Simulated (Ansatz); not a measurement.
## CdO (Fm-3m): from strained cells to moduli

```
CELL_PARAMETERS angstrom
0.00000 2.31718 2.31718
2.31718 0.00000 2.31718
2.31718 2.31718 0.00000
ATOMIC_POSITIONS crystal
Cd 0.00000 0.00000 0.00000
O 0.50000 0.50000 0.50000
```

Level of theory, where no other is named: LDA, PAW on Ansatz 0.2.0's default frozen-core files (fitted under PBE), scalar-relativistic. k mesh 18×18×18, strains of ±0.005, Fermi-Dirac smearing of 0.050 eV, cutoff 420 eV. The cell was relaxed by PAW under this functional, which moved its volume by -4 % from the database entry's.

The cell is cubic and carries a residual pressure of 0.00 GPa at this level. Each strain component that symmetry leaves independent is applied at ±0.005 and ±0.01, the ions relax wherever a strain frees them, and the stress (tension positive, GPa) is read. Shears are engineering strains, γ = 2ε.

```
strain    size      σxx      σyy      σzz      σyz     σxz     σxy
    xx   -0.01  -2.5257  -1.2819  -1.2819   0.0000  0.0000  0.0000
    xx  -0.005  -1.2222  -0.6293  -0.6293   0.0000  0.0000  0.0000
    xx  +0.005   1.1576   0.6186   0.6186   0.0000  0.0000  0.0000
    xx   +0.01   2.2434   1.2145   1.2145   0.0000  0.0000  0.0000
    yz   -0.01   0.0096   0.0022   0.0022  -0.4841  0.0000  0.0000
    yz  -0.005   0.0054   0.0036   0.0036  -0.2419  0.0000  0.0000
    yz  +0.005   0.0054   0.0036   0.0036   0.2419  0.0000  0.0000
    yz   +0.01   0.0096   0.0022   0.0022   0.4841  0.0000  0.0000
```

The slope is [8(σ(+δ) − σ(−δ)) − (σ(+2δ) − σ(−2δ))]/(12δ), and the program imposes the crystal's symmetry on the matrix.

(1) What are the independent elastic constants?

(2) Do they meet the Born conditions?

(3) What moduli does a random aggregate of grains have?

(4) With the density of 8.569 g/cm³, how fast does sound travel, and what Debye temperature follows?

(5) How do the constants change if the ions are clamped to the homogeneous strain?

## Answers

(1) C11 = 237.8, C12 = 124.8, C44 = 48.4 GPa.

(2) C11 − C12 = 113.0, C11 + 2C12 = 487.4 and C44 = 48.4 GPa must all be positive, so the crystal is elastically stable; that says nothing yet of its phonons.

(3) B = (C11 + 2C12)/3 = 162.5 GPa. G_V = (C11 − C12 + 3C44)/5 = 51.6 and G_R = 5(C11 − C12)C44/(4C44 + 3(C11 − C12)) = 51.3, so G_H = 51.5 GPa. Then E = 9BG/(3B + G) = 139.7 GPa, ν = (3B − 2G)/(6B + 2G) = 0.357 and B/G = 3.16, on the ductile side of Pugh's 1.75 (a rule of thumb).

(4) 

| direction | slow (m/s) | middle (m/s) | fast (m/s) |
| --- | --- | --- | --- |
| [100] | 2376 | 2376 | 5268 |
| [110] | 2376 | 2568 | 5177 |
| [111] | 2506 | 2506 | 5146 |

The mean of v⁻³ over directions and branches gives v_m = 2757 m/s and θ_D = (ħ/k_B) v_m (6π²n)^(1/3) = 354 K, n being atoms per volume. Young's modulus spans 132 to 152 GPa over directions, and the universal anisotropy index is 0.03.

(5) None moves by more than 0.3 GPa: by symmetry a homogeneous strain puts no force on these sites.

Known limits: frozen-core PAW files fitted under PBE, their cores solved anew for the functional of the run; responses of metals move with mesh and smearing; the softest shear constant rests on one k mesh, and a soft shear can herald a distortion on cooling.
